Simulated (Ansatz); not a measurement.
# 3-layer 2H-CrOSe (2H stacking) in a perpendicular field, part 2 of 2

What dipole does a perpendicular field induce in the 3-layer 2H-CrOSe (2H stacking)? A positive field points along +c.

Ansatz 0.2.0; plane-wave DFT, r2SCAN-D4, Ansatz PAW.

So far. Step 7 (Atoms held, field -0.3 V/Å): The dipole is -0.304 e·Å, -0.186 e·Å from its value without field.

**8. Response, atoms held**

This step: plane-wave DFT, r2SCAN-D4, Ansatz PAW; response to a field along the normal, atoms held (Ansatz 0.2.0).

The dipoles give the slope, and the difference of two potentials shows where the field is screened.

Numbers from this step:

```
equivalent conductor thickness p/(ε₀AE) : 15.43 Å
distance between the outer atoms        : 13.74 Å
```

The dipole of the cell by applied field:

```
applied field (V/Å)  dipole of the cell (e·Å)
             -0.300                    -0.304
             -0.100                    -0.180
              0.000                    -0.118
              0.100                   -0.0556
              0.500                     0.193
```

Local field over the applied field, running mean. From the potentials at -0.1 and 0.1 V/Å; running mean over 2.5 Å. The local field over applied field by z:

```
z (Å)  local field over applied field
  4.5                           0.999
  5.0                           0.996
  5.5                           0.987
  6.0                           0.962
  6.5                           0.898
  7.0                           0.775
  7.5                           0.608
  8.0                           0.428
  8.5                           0.251
  9.0                           0.116
  9.5                          0.0518
 10.0                          0.0211
 10.5                          0.0107
 11.0                          0.0131
 11.5                          0.0133
 12.0                         0.00371
 12.5                         0.00525
 13.0                         0.00459
 13.5                         0.00524
 14.0                         0.00423
 14.5                         0.00245
 15.0                         0.00126
 15.5                          6.7e-4
 16.0                         0.00108
 16.5                         0.00248
 17.0                         0.00487
 17.5                         0.00740
 18.0                         0.00901
 18.5                         0.00869
 19.0                         0.00673
 19.5                         0.00219
 20.0                          5.4e-4
 20.5                         0.00386
 21.0                          0.0104
 21.5                          0.0362
 22.0                           0.101
 22.5                           0.225
 23.0                           0.393
 23.5                           0.579
 24.0                           0.752
 24.5                           0.889
 25.0                           0.964
 25.5                           0.990
 26.0                           0.998
 26.5                           0.999
 27.0                           1.000
 27.5                           1.000
```

The induced electron density oscillates, so the rows of the table below give means over windows of 0.5 Å about each position, cut where the curve ends. Its maxima inside the range that stand out by 2 % of the span (Å: e/Å³ per V/Å): 7.93: 0.00369, 10.71: 0.00201, 11.37: 3.5e-4, 20.36: 1.3e-4, 21.42: 3.2e-4, 22.08: 4.7e-4, 22.74: -0.00128. Its minima: 10.31: -0.00130, 11.11: -8.7e-4, 12.30: -1.0e-4, 21.02: -6.1e-4, 21.69: -5.1e-4, 22.48: -0.00270, 23.27: -0.00411.

Electrons, planar mean, per unit field. Table of induced electron density by z; means over each step:

```
z (Å)  induced electron density (e/Å³ per V/Å)
  4.5                                   4.5e-6
  5.0                                   1.6e-5
  5.5                                   5.5e-5
  6.0                                   1.8e-4
  6.5                                   5.4e-4
  7.0                                  0.00143
  7.5                                  0.00288
  8.0                                  0.00337
  8.5                                  0.00148
  9.0                                   9.3e-4
  9.5                                   4.6e-4
 10.0                                  -8.0e-4
 10.5                                   3.6e-4
 11.0                                  -1.5e-5
 11.5                                   2.0e-4
 12.0                                  -2.8e-5
 12.5                                  -8.1e-5
 13.0                                  -1.4e-5
 13.5                                   4.1e-5
 14.0                                   3.8e-5
 14.5                                   1.9e-5
 15.0                                   1.1e-5
 15.5                                  -2.2e-5
 16.0                                   5.2e-7
 16.5                                   3.7e-6
 17.0                                  -4.6e-5
 17.5                                  -4.2e-5
 18.0                                  -6.2e-5
 18.5                                   2.2e-5
 19.0                                   9.0e-5
 19.5                                   5.4e-5
 20.0                                   7.2e-5
 20.5                                   4.3e-5
 21.0                                  -4.1e-4
 21.5                                  -6.2e-5
 22.0                                  -6.6e-5
 22.5                                 -0.00196
 23.0                                 -0.00264
 23.5                                 -0.00359
 24.0                                 -0.00172
 24.5                                  -5.4e-4
 25.0                                  -1.4e-4
 25.5                                  -3.5e-5
 26.0                                  -8.5e-6
 26.5                                  -2.1e-6
 27.0                                  -5.1e-7
 27.5                                  -1.8e-7
```

By hand: between -0.1 and 0.1 V/Å the dipole changes by 0.1242 e·Å, a slope of 0.6209 e·Å²/V. A perfect conductor of thickness t has p = ε₀AEt, so t = 180.95 × 0.6209 / 7.282 = 15.43 Å (e/ε₀ = 180.95 V·Å, A in Å²).

The induced dipole is that of a conductor 15.43 Å thick.

**9. Varying the input**

This step: plane-wave DFT, r2SCAN-D4, Ansatz PAW (Ansatz 0.2.0).

A run with a changed input: it repeats the earlier run at 0.1 V/Å with scf.lower_state_search to standard, scf.occupations.method from fermi_dirac to gaussian and scf.occupations.width from 0.05 to 0.005.

input.yaml

```yaml
crystal:
  lattice:
    - [2.8996917722, 0.0, 0.0]
    - [-1.4498458861, 2.5112067379, 0.0]
    - [0.0, 0.0, 31.7350599376]
  atoms:
    - { symbol: Se, position: [0.3333333333, 0.6666666667, 0.2835980149] }
    - { symbol: Cr, position: [0.0, 0.0, 0.33687902] }
    - { symbol: O, position: [0.3333333333, 0.6666666667, 0.3689153814] }
    - { symbol: Se, position: [0.0, 0.0, 0.45738569] }
    - { symbol: Cr, position: [0.3333333333, 0.6666666667, 0.51076288] }
    - { symbol: O, position: [0.0, 0.0, 0.5429544595] }
    - { symbol: Se, position: [0.3333333333, 0.6666666667, 0.6315126397] }
    - { symbol: Cr, position: [0.0, 0.0, 0.6854469074] }
    - { symbol: O, position: [0.3333333333, 0.6666666667, 0.7164019851] }
kpoints:
  mp_grid: { grid: [18, 18, 1] }
  band_path:
    path: [[0, 0, 0], [0.5, 0, 0], [0.33333333, 0.33333333, 0], [0, 0, 0]]
    npoints: 16
hamiltonian:
  xc: r2scan
  dispersion: d4
scf:
  occupations: { method: gaussian, width: 0.005 }
  convergence: { dr2_threshold: 1.0e-10 }
  lower_state_search: standard
efield:
  axis: 3
  dipole_correction: true
  ramp_position: 0.9483
  ramp_width: 0.0863
  amplitude: 0.1
output:
  write_potential: true
  write_density: true
  volumetric_format: npy
```

Command:

```sh
ansatz run input.yaml --threads 4 --pin off --max-ram 12288MiB --backend cpu --events-out ev --progress --plain --runs-dir out
```

The job ended after 83 s (4 threads of Arm Neoverse V1, shared host; peak memory 1.6 GiB).

This step gave:

| Property | Result |
| --- | --- |
| dipole along the normal | -0.05420 e·Å |

The electronic bands at the labelled points (eV, zero at the Fermi level):

```
  point  band 51  band 52  band 53  band 54  band 55  band 56  band 57  band 58
      Γ    -1.48    -0.04     0.05     0.25     1.50     1.50     1.55     1.55
halfway    -1.85    -1.04    -0.94    -0.70     0.51     0.66     0.76     1.18
      M    -1.77    -1.26    -1.18    -0.92     0.28     0.38     0.45     0.52
halfway    -2.69    -1.11    -1.03    -0.91     0.08     0.16     0.19     0.85
      K    -2.61    -1.27    -1.16    -1.14    -0.09     0.00     0.00     1.06
halfway    -2.54    -1.06    -0.98    -0.79     0.37     0.49     0.58     0.89
      Γ    -1.48    -0.04     0.05     0.25     1.50     1.50     1.55     1.55
```

```
                     quantity  this run  earlier run  difference
dipole along the normal (e·Å)  -0.05420     -0.05559      0.0014
```

It moves by +0.00138 e·Å.

Of the bands kept, 3 cross the Fermi level on this path.

**10. Varying the input**

This step: plane-wave DFT, r2SCAN-D4, Ansatz PAW, but for the change named below (Ansatz 0.2.0).

Another changed input: it repeats the earlier run at 0.1 V/Å with scf.convergence.dr2_threshold from 1e-10 to 1e-05 and hamiltonian.dispersion from d4 to d3bj.

input.yaml: that of step 9 with these lines changed.

```diff
@@ -22,7 +22,6 @@
   xc: r2scan
-  dispersion: d4
+  dispersion: d3bj
 scf:
-  occupations: { method: gaussian, width: 0.005 }
-  convergence: { dr2_threshold: 1.0e-10 }
-  lower_state_search: standard
+  occupations: { method: fermi_dirac, width: 0.05 }
+  convergence: { dr2_threshold: 1.0e-05 }
 efield:
```

Wall time 62 s (4 threads); peak memory 1.6 GiB; 4 min of CPU time.

```
                     quantity  this run  earlier run  difference
dipole along the normal (e·Å)  -0.05556     -0.05559      3.1e-5
```

The dipole moves by under 0.5 % or 5e-5 e·Å. The run took 13 SCF cycles against 19.

The change did no harm here.

**11. Results**

| Property | Result |
| --- | --- |
| gap without field | none |
| work function, upper face | 6.82 eV |
| step between the vacuum levels | 2.92 eV |
| equivalent conductor thickness, atoms held | 15.4 Å |

In words: The induced dipole equals that of a perfect conductor 15.43 Å thick, while the outer atoms lie 13.74 Å apart. The two faces differ: the vacuum level above lies 2.92 eV higher than the one below. There is no gap over 0.03 eV, with or without the field. The main runs have no spin polarisation; a magnetic state could lie lower and would change these results. Spin-orbit coupling is left out.

[Logs are printed without paths, hosts, clocks, repeated set-up lines and the standing remarks that a program may print on its own settings, such as how far it seeks lower states.]

[Hosts, paths, dates, database ids (printed as entryN), source tags and the programs' standing remarks are cut or masked in the printed files.]

[Maps of the electrostatic potential energy from Ansatz leave out the sawtooth potential of an applied field or a dipole correction, so their vacuum need not be flat; planar profiles and work functions include it.]
